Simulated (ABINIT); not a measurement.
Runs of ABINIT 10.8.3 (patched build) on Pt. Symmetry: Fm-3m, No. 225, cubic system. The conventional cell has a = 3.922 Å, b = 3.922 Å, c = 3.922 Å, α = 90.00°, β = 90.00°, γ = 90.00°. Pt (site symmetry m-3m) is surrounded by 12 Pt at 2.77 Å. 

| task | level | potentials or basis | spin | k mesh | cutoff (eV) | fine-grid cutoff | dispersion computed by | gap on the mesh (eV) | pressure (GPa) | V0 of scaled cells (Å³/atom) | B0 (GPa) |
| --- | --- | --- | --- | --- | --- | --- | --- | --- | --- | --- | --- |
| band structure | SOGGA | JTH PAW PBE v2.0 | SOC, no magnetisation | 12 × 12 × 12 | 435 | 870.764 eV | - | none | -2.5 | - | - |
| band structure | PW91 | JTH PAW PBE v2.0 | off | 12 × 12 × 12 | 435 | 870.764 eV | - | none | 12.0 | - | - |
| equation of state | PBEsol+D3(BJ) | JTH PAW PBE v2.0 | off | 12 × 12 × 12 | 435 | 870.764 eV | simple-dftd3 1.7.0 | - | - | 14.72 | (c) |
| band structure | rPW86PBE | JTH PAW PBE v2.0 | off | 12 × 12 × 12 | 435 | 870.764 eV | - | none | (a) | - | - |
| equation of state | PBEsol+D4 | JTH PAW PBE v2.0 | off | 12 × 12 × 12 | 435 | 870.764 eV | dftd4 4.3.1 | - | - | 14.90 | 306 |
| equation of state | RPBE+D3 | JTH PAW PBE v2.0 | off | 12 × 12 × 12 | 435 | 870.764 eV | simple-dftd3 1.7.0 | - | - | 15.37 | 239 |
| band structure | AM05 | JTH PAW PBE v2.0 | SOC, no magnetisation | 12 × 12 × 12 | 435 | 870.764 eV | - | none | -1.2 | - | - |
| band structure | PBEsol | PseudoDojo NC SR PBEsol v0.4 stringent | off | 12 × 12 × 12 | 1143 | - | - | none | -1.2 | - | - |
| single point | r2SCAN | JTH PAW PBE v2.0 | off | 10 × 10 × 10 | 517 | 1034.03 eV | - | none | 6.2 | - | - |
| band structure | revPBE | JTH PAW PBE v2.0 | off | 12 × 12 × 12 | 435 | 870.764 eV | - | none | 14.0 | - | - |
| band structure | revPBE | JTH PAW PBE v2.0 | SOC, no magnetisation | 12 × 12 × 12 | 435 | 870.764 eV | - | none | 14.0 | - | - |
| equation of state | AM05+D4 | JTH PAW PBE v2.0 | off | 12 × 12 × 12 | 435 | 870.764 eV | dftd4 4.3.1 | - | - | (b) | 304 |

Alike in all rows: cell as given; smearing fermi-dirac 0.05 eV.

Q: Estimate the missing entries.

A: (a) 26.2; (b) 14.80; (c) 325.

Caveats: the PAW data sets were made with another functional, which shifts forces and pressure a little (some runs); spin-orbit coupling is left out, which moves the levels of the heavy elements (some runs); pressures at fixed basis lie under the slope of the energies (some runs); so large a pressure means that the cell lies far from this level's equilibrium, or that cutoff or potentials fall short (some runs); the potentials were made for another functional, which shifts forces and pressure (some runs).

A k mesh can miss the band edges, and rows without SOC leave out spin-orbit coupling on Pt.

A gap of «none» marks a metal or a gap under the smearing width.

The runs don't all hold the same shells in valence.

Runs at the PBE level aren't shown here.
